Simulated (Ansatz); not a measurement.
# Electron scattering at the Σ3 (111) boundary in fcc Ni, starting shift (0.25, 0.5), part 3 of 3

Wanted: what the Σ3 (111) boundary in fcc Ni, starting shift (0.25, 0.5) costs an interconnect.

Ansatz 0.2.0; Ansatz plane-wave DFT, PBE, PAW files, collinear spin; relaxation of a bicrystal slab with its lowest layers held (the session's first sound run).

So far. Step 2 (Relaxing the bicrystal): The largest force component on a free atom ends at 0.016 eV/Å, under the tolerance of 0.03, after 9 steps. Step 3 (Transmission across the boundary): Nearest the Fermi level spin up passes 0.594 of 0.647 channels of the lower lead and spin down 1.48 of 1.71.

## Step 4: Specific resistance

This step: Ansatz plane-wave DFT, PBE, PAW files, collinear spin; ballistic transport by layer matching (Landauer), zero bias; specific resistance of the boundary (Ansatz 0.2.0).

This step gave:

```yaml
area_resistance: 0.08218 fΩ m²
t_over_the_leads_mean_channel_count: 0.8627
spin_asymmetry_gamma: -0.09462 (R down - R up) / (R down + R up)
```

Averaged over the energies near the Fermi level, 86.3 % of the channels pass, which makes 0.0822 fΩ m².

By hand, with means over the energies near the Fermi level: RA per spin = A (h/e²)(1/T − ½[1/N₁ + 1/N₂]); spin up: 5.377×10⁻²⁰ m² × 25 813 Ω × (1/0.5858 − ½[1/0.6344 + 1/0.6344]) = 0.182 fΩ m²; spin down: 5.377×10⁻²⁰ m² × 25 813 Ω × (1/1.472 − ½[1/1.751 + 1/1.750]) = 0.150 fΩ m². The spins conduct in parallel, so 1/RA = 1/0.182 + 1/0.150 and RA = 0.0822 fΩ m²; γ = (0.150 − 0.182)/(0.150 + 0.182) = -0.095.

## Step 5: Single-crystal slab for reference

The free faces cost energy too. A single-crystal slab with the same faces and held layers is relaxed, so that they cancel.

This step: Ansatz plane-wave DFT, PBE, PAW files, collinear spin; relaxation of a single-crystal slab with its lowest layers held (Ansatz 0.2.0).

System of this step: Ni slab, plane (1, 1, 1). The cell holds 10 atoms: 10 Ni. Its edges and angles: a = 2.492 Å, b = 2.492 Å, c = 29.311 Å, α = 90.0°, β = 90.0°, γ = 120.0°. It derives from Ni. Vacuum lies along c.

File input.yaml:

```yaml
crystal:
  lattice:
    - [2.4918442969, 0.0, 0.0]
    - [-1.2459221485, 2.1580004634, 0.0]
    - [0.0, 0.0, 29.3112411374]
  atoms:
    - { symbol: Ni, position: [0.9999999999, 0.0, 0.1705830189], spin: 1.0 }
    - { symbol: Ni, position: [0.3333333332, 0.6666666667, 0.2399960587], spin: 1.0 }
    - { symbol: Ni, position: [0.6666666666, 0.3333333333, 0.3094090985], spin: 1.0 }
    - { symbol: Ni, position: [0.9999999999, 0.0, 0.3788221384], spin: 1.0 }
    - { symbol: Ni, position: [0.3333333333, 0.6666666667, 0.4482351782], spin: 1.0 }
    - { symbol: Ni, position: [0.6666666666, 0.3333333333, 0.517648218], spin: 1.0 }
    - { symbol: Ni, position: [1.0, 0.0, 0.5870612579], spin: 1.0 }
    - { symbol: Ni, position: [0.3333333333, 0.6666666667, 0.6564742977], spin: 1.0 }
    - { symbol: Ni, position: [0.6666666667, 0.3333333333, 0.7258873375], spin: 1.0 }
    - { symbol: Ni, position: [0.0, 0.0, 0.7953003774], spin: 1.0 }
magnetization:
  spin_polarized: true
kpoints:
  mp_grid: { grid: [11, 11, 1] }
hamiltonian:
  xc: pbe
scf:
  occupations: { method: fermi_dirac, width: 0.1 }
relax:
  f_tol: 0.03
  max_steps: 80
  constraints: [{ sites: [0, 1] }]
```

Command:

```bash
> ansatz run input.yaml --threads 8 --pin off --max-ram 15360MiB --backend cpu --events-out ev --progress --plain --runs-dir out
```

Numbers of over 12 decimals in the logs are rounded to 6 here.

Log:

```text
Warning: crystal.symmetry: narrowed to the stabiliser of the relax constraints — unitary ops 12 → 6; lowered at sites 0, 1, 8, 9 (the operations that carried what is held of a site onto what its image site leaves free; the constrained walk keeps no symmetry that its constraints do not admit)
[...]
Crystal: 10 atoms, lattice volume = 157.618 Å³
Basis set: ecut = 420 eV, 2971 PW (Γ), exchange–correlation on 36×36×400 points (8 copies of the dense FFT grid, shifted against one another)
Bands: 114, of which v1, the nominal top of the filled ones, is band 90 counted from 1 (89 counted from 0)
Symmetry: 6 space group operations
k-points: 16 of 121 (time reversal used)
[...]
Starting moments: Σ|m| = 10 μB on 10 of 10 sites
[...]
SCF iter   1: F=—  HF=-58388.048398 eV  |F-HF|=—  |Δ(HF+E_count)|=         —  Δρ=4.28e-2 (↑1.98e-2 ↓4.28e-2)  dr2=7.83e0  dr2_m=2.55e-1  M=9.159 μB ∫|m|=9.744 μB  β_m=0.30  ethr=3.10e-3  ⟨swp⟩=6.4  Hψ=14058  notcnv=0  defer=195
[...]
SCF iter  14: F=-58396.186212 eV  HF=-58396.186215 eV  |F-HF|=3.76e-6  |Δ(HF+E_count)|=   1.75e-6  Δρ=4.21e-5 (↑1.95e-5 ↓4.21e-5)  dr2=4.54e-6  dr2_m=2.31e-7  M=6.301 μB ∫|m|=7.233 μB  ethr=9.65e-9  ⟨swp⟩=2.8  Hψ=11388  notcnv=0
SCF 1 converged in 14 iterations: F = -58396.186212 eV  dr2 = 4.54e-6
[...]
relax step   1: F+E_penalty+E_count = -58396.18621167 eV  Δ(F+E_penalty+E_count) = +0.000e0 eV  max|allowed force component| = 1.613e-1 eV/Å  Δτ_max = 0.0000 Å  (14 SCF iters, dr2 threshold 2.25e-5 eV, accepted)
[...]
SCF iter  10: F=-58396.188031 eV  HF=-58396.188032 eV  |F-HF|=6.62e-7  |Δ(HF+E_count)|=   2.99e-8  Δρ=1.29e-5 (↑4.69e-6 ↓1.29e-5)  dr2=6.93e-7  dr2_m=2.77e-8  M=6.300 μB ∫|m|=7.230 μB  ethr=7.81e-11  ⟨swp⟩=2.0  Hψ=10266  notcnv=0
SCF 2 converged in 10 iterations: F = -58396.188031 eV  dr2 = 6.93e-7
relax step   2: F+E_penalty+E_count = -58396.18803100 eV  Δ(F+E_penalty+E_count) = -1.819e-3 eV  max|allowed force component| = 9.599e-2 eV/Å  Δτ_max = 0.0229 Å  (10 SCF iters, dr2 threshold 1.63e-6 eV, accepted)
SCF iter   1: F=—  HF=-58396.189155 eV  |F-HF|=—  |Δ(HF+E_count)|=         —  Δρ=1.96e-3 (↑7.54e-4 ↓1.96e-3)  dr2=2.45e-2  dr2_m=1.27e-3  M=6.301 μB ∫|m|=7.228 μB  β_m=0.65  ethr=1.07e-4  ⟨swp⟩=5.1  Hψ=8391  notcnv=0  defer=300
[...]
SCF iter  12: F=-58396.189008 eV  HF=-58396.189008 eV  |F-HF|=3.67e-8  |Δ(HF+E_count)|=   3.15e-9  Δρ=3.62e-6 (↑1.19e-6 ↓3.62e-6)  dr2=4.15e-8  dr2_m=2.72e-9  M=6.297 μB ∫|m|=7.225 μB  ethr=4.77e-12  ⟨swp⟩=2.3  Hψ=11032  notcnv=0
SCF 3 converged in 12 iterations: F = -58396.189008 eV  dr2 = 4.15e-8
relax step   3: F+E_penalty+E_count = -58396.18900778 eV  Δ(F+E_penalty+E_count) = -9.768e-4 eV  max|allowed force component| = 3.326e-3 eV/Å  Δτ_max = 0.0336 Å  (12 SCF iters, accepted)
SCF converged after 12 iterations
Magnetization: 6.2975 μB (93.1487 up, 86.8513 down)
Absolute magnetization: 7.2328 μB (∫|ρ↑−ρ↓|, with the PAW one-centre terms)
[...]
Per-site moments (μB) at R_I (Å): [(0.713352, 1.027886), (0.692251, 1.025911), (0.653675, 1.025911), (0.642621, 1.026785), (0.644783, 1.026439), (0.644728, 1.026439), (0.642518, 1.026744), (0.652115, 1.026635), (0.691749, 1.017685), (0.712499, 1.017685)]
Free energy (F): -58396.189008 eV
[...]
Internal energy: -58395.638125 eV  (E = F + TS)
E sigma→0 (E₀):  -58395.913566 eV
Entropy (-TS):   -0.550883 eV (-55.088 meV/atom)
Fermi energy:    11.026284 eV
[...]
--- Forces (eV/Å), atoms counted from 1 ---
  atom   1  Ni     0.00000000     0.00000000     0.15890491
  atom   2  Ni    -0.00000000    -0.00000000    -0.15837118
  atom   3  Ni    -0.00000000     0.00000000     0.00026163
  atom   4  Ni    -0.00000000     0.00000000    -0.00019523
  atom   5  Ni     0.00000000     0.00000000    -0.00015675
  atom   6  Ni     0.00000000    -0.00000000    -0.00010100
  atom   7  Ni     0.00000000    -0.00000000     0.00077208
  atom   8  Ni     0.00000000    -0.00000000    -0.00079904
  atom   9  Ni    -0.00000000     0.00000000    -0.00332598
  atom  10  Ni    -0.00000000     0.00000000     0.00303921
  max |Σ_I F_I| component: 2.87e-5 eV/Å
--- Relaxed structure (3 steps of the walk, 3 accepted, 0 SCFs on fresh bases) ---
  F+E_penalty+E_count = -58396.18900778 eV   max|allowed force component| = 3.326e-3 eV/Å
  atoms:
    - { symbol: Ni, position: [1.0, 0.0, 0.17058301887] }
    - { symbol: Ni, position: [0.333333, 0.666667, 0.239996] }
    - { symbol: Ni, position: [0.666667, 0.333333, 0.309209] }
    - { symbol: Ni, position: [1.0, -1.3569125536723705e-19, 0.378510] }
    - { symbol: Ni, position: [0.333333, 0.666667, 0.447828] }
    - { symbol: Ni, position: [0.666667, 0.333333, 0.517095] }
    - { symbol: Ni, position: [1.0, -2.831296144216565e-19, 0.586411] }
    - { symbol: Ni, position: [0.333333, 0.666667, 0.655708] }
    - { symbol: Ni, position: [0.666667, 0.333333, 0.724995] }
    - { symbol: Ni, position: [-1.2695782125337049e-17, -8.395792461352381e-19, 0.793372] }
```

Wall time 45 s (8 threads of Arm Neoverse V1, shared host); peak memory 1.2 GiB.

Relaxation path:

```
step  energy less that of the first step (eV)  largest force component (eV/Å)
   1                                   0.0000                          0.1613
   2                                  -0.0018                          0.0960
   3                                  -0.0028                          0.0033
```

The atoms that moved most (Å):

```
atom     dx     dy      dz  length
Ni10  0.000  0.000  -0.057   0.057
 Ni9  0.000  0.000  -0.026   0.026
 Ni8  0.000  0.000  -0.022   0.022
 Ni7  0.000  0.000  -0.019   0.019
 Ni6  0.000  0.000  -0.016   0.016
 Ni5  0.000  0.000  -0.012   0.012
 Ni4  0.000  0.000  -0.009   0.009
 Ni3  0.000  0.000  -0.006   0.006
```

The relaxed structure:

```cif
data_structure
_symmetry_space_group_name_H-M 'P 1'
_symmetry_Int_Tables_number 1
_cell_length_a 2.4918
_cell_length_b 2.4918
_cell_length_c 29.3112
_cell_angle_alpha 90.000
_cell_angle_beta 90.000
_cell_angle_gamma 120.000
_cell_volume 157.62
loop_
_atom_site_label
_atom_site_type_symbol
_atom_site_fract_x
_atom_site_fract_y
_atom_site_fract_z
_atom_site_occupancy
Ni1 Ni 0.00000 0.00000 0.17058 1
Ni2 Ni 0.33333 0.66667 0.24000 1
Ni3 Ni 0.66667 0.33333 0.30921 1
Ni4 Ni 0.00000 0.00000 0.37851 1
Ni5 Ni 0.33333 0.66667 0.44783 1
Ni6 Ni 0.66667 0.33333 0.51709 1
Ni7 Ni 0.00000 0.00000 0.58641 1
Ni8 Ni 0.33333 0.66667 0.65571 1
Ni9 Ni 0.66667 0.33333 0.72499 1
Ni10 Ni 0.00000 0.00000 0.79337 1
```

Numbers from this step:

```yaml
free_energy: -58396.1890 eV
energy_at_zero_smearing: -58395.9136 eV
fermi_energy: 11.03 eV
magnetization: 6.297 μB
absolute_magnetization: 7.233 μB
```

The largest force component on a free atom ends at 0.0033 eV/Å, under the tolerance of 0.03, after 3 steps.

## Step 6: Bulk reference

The perfect crystal gives the energy per atom, for the atoms by which bicrystal and slab differ.

This step: Ansatz plane-wave DFT, PBE, PAW files, collinear spin; bulk reference (Ansatz 0.2.0).

System of this step: Ni. The structure is cubic, space group Fm-3m (No. 225). The conventional cell has a = 3.524 Å, b = 3.524 Å, c = 3.524 Å, α = 90.00°, β = 90.00°, γ = 90.00°. Nearest to Ni lie 12 Ni at 2.49 Å.

input.yaml, the sections that differ from step 5:

```yaml
crystal:
  lattice:
    - [0.0, 1.762, 1.762]
    - [1.762, 0.0, 1.762]
    - [1.762, 1.762, 0.0]
  atoms:
    - { symbol: Ni, position: [0.0, 0.0, 0.0], spin: 1.0 }
kpoints:
  mp_grid: { grid: [21, 21, 21] }
# magnetization, hamiltonian, scf: as in step 5
# relax: removed
```

Log:

```text
[...]
Crystal: 1 atoms, lattice volume = 10.941 Å³
Basis set: ecut = 420 eV, 181 PW (Γ)
Bands: 14, of which v1, the nominal top of the filled ones, is band 9 counted from 1 (8 counted from 0)
Symmetry: 48 space group operations
[...]
k-points: 286 of 9261
[...]
Starting moments: Σ|m| = 1 μB on 1 of 1 site
[...]
SCF iter   1: F=—  HF=-5839.032043 eV  |F-HF|=—  |Δ(HF+E_count)|=         —  Δρ=5.49e-2 (↑4.60e-2 ↓5.49e-2)  dr2=6.58e-1  dr2_m=9.18e-3  M=0.841 μB ∫|m|=0.903 μB  β_m=0.30  ethr=3.10e-3  ⟨swp⟩=5.3  Hψ=42234  notcnv=0
[...]
SCF iter  11: F=-5839.748189 eV  HF=-5839.748189 eV  |F-HF|=8.19e-12  |Δ(HF+E_count)|=  3.55e-10  Δρ=3.55e-7 (↑9.70e-8 ↓3.55e-7)  dr2=1.34e-11  dr2_m=2.45e-12  M=0.624 μB ∫|m|=0.713 μB  ethr=1.58e-11  ⟨swp⟩=1.1  Hψ=23352  notcnv=0
SCF 1 converged in 11 iterations: F = -5839.748189 eV  dr2 = 1.34e-11
[...]
SCF converged after 11 iterations
Magnetization: 0.6244 μB (9.3122 up, 8.6878 down)
Absolute magnetization: 0.7137 μB (∫|ρ↑−ρ↓|, with the PAW one-centre terms)
[...]
Per-site moments (μB) at R_I (Å): [(0.662326, 1.027886)]
Free energy (F): -5839.748189 eV
[...]
Internal energy: -5839.694180 eV  (E = F + TS)
E sigma→0 (E₀):  -5839.721185 eV
Entropy (-TS):   -0.054008 eV (-54.008 meV/atom)
Fermi energy:    18.049155 eV
[...]
```

Run time: 1.6 s. Hardware: 8 threads; peak memory 0.34 GiB.

This step gave:

- free energy: -5839.7482 eV
- energy at zero smearing: -5839.7212 eV
- Fermi energy: 18.05 eV
- magnetization: 0.6244 μB
- absolute magnetization: 0.7137 μB
- site moments: 0.6623 μB

The cell carries a net spin moment of 0.62 μB and an absolute one of 0.71 μB.

## Step 7: Boundary energy

This step: Ansatz plane-wave DFT, PBE, PAW files, collinear spin; bicrystal less single-crystal slab less bulk atoms, a boundary area (Ansatz 0.2.0).

Numbers from this step:

- excess energy of the cell: 0.02899 eV
- boundary energy: 0.08639 J/m²

The boundary costs 0.086 J/m².

By hand: 0.0290 eV / 5.377 Å² × 16.02 = 0.0864 J/m².

## Step 8: Summary of results

```json
{
 "specific resistance of the boundary": "0.0822 fΩ m²",
 "share of channels that pass": "0.863",
 "boundary energy": "0.0864 J/m²"
}
```

In words: The boundary has a specific resistance of 0.082 fΩ m² and an energy of 0.086 J/m². The boundary reflects 14 % of the channels; 0.082 fΩ m² is 0.82×10⁻¹² Ω·cm². That equals the resistance of 1.1 nm of bulk Ni at 300 K (measured 7.2 µΩ cm, CRC Handbook of Chemistry and Physics, 84th ed., 2003, Electrical Resistivity of Pure Metals). In the relaxation the upper grain slid sideways by about 1.1 Å, so the result belongs to the position that it found, not to the starting one. For this plane that is the coherent twin. One magnetic start was tried, and the two spins conduct in parallel without mixing.

[Logs are printed without paths, hosts, clocks, repeated set-up lines and the standing remarks that a program may print on its own settings, such as how far it seeks lower states.]

[Hosts, paths, dates, database ids (printed as entryN), source tags and the programs' standing remarks are cut or masked in the printed files.]
